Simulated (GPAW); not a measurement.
Crystal: MoS2.

```
Mo S
1.0
     3.16900    0.00000    0.00000
    -1.58450    2.74443    0.00000
     0.00000    0.00000   12.32400
Mo S
2 4
Direct
  0.66667 0.33333 0.75000
  0.33333 0.66667 0.25000
  0.66667 0.33333 0.37700
  0.33333 0.66667 0.87700
  0.66667 0.33333 0.12300
  0.33333 0.66667 0.62300
```

Base run:

```yaml
Program: GPAW 26.7.0
Functional: PBE
Potentials_or_basis: GPAW PAW data sets (gpaw-data 1.2.1)
Cutoff: 450 eV
Basis: pw
k_mesh: 8 × 8 × 2
Occupations: fermi-dirac, width 0.001 eV
Spin: no spin polarisation
Hubbard_terms: Mo d U = 4.0 eV
```

Its results: band gap on the k mesh 1.11 eV, indirect (least direct gap 1.68 eV); electronic dielectric tensor (diagonal) 13.69, 13.69, 5.92.

Task: The run is repeated on the same cell with these changes: hubbard terms from Mo d U = 4.0 eV to Mo d U = 2.0 eV. What comes out?

Result: Band gap on the k mesh 1.01 eV, indirect (least direct gap 1.84 eV); electronic dielectric tensor (diagonal) 13.57, 13.57, 5.89.

Caveats: the long-wavelength limit can be off by several per cent where d states take part; response on these states lacks terms of the Hamiltonian; an odd mesh through Γ misses points on the zone boundary, where band edges often lie.
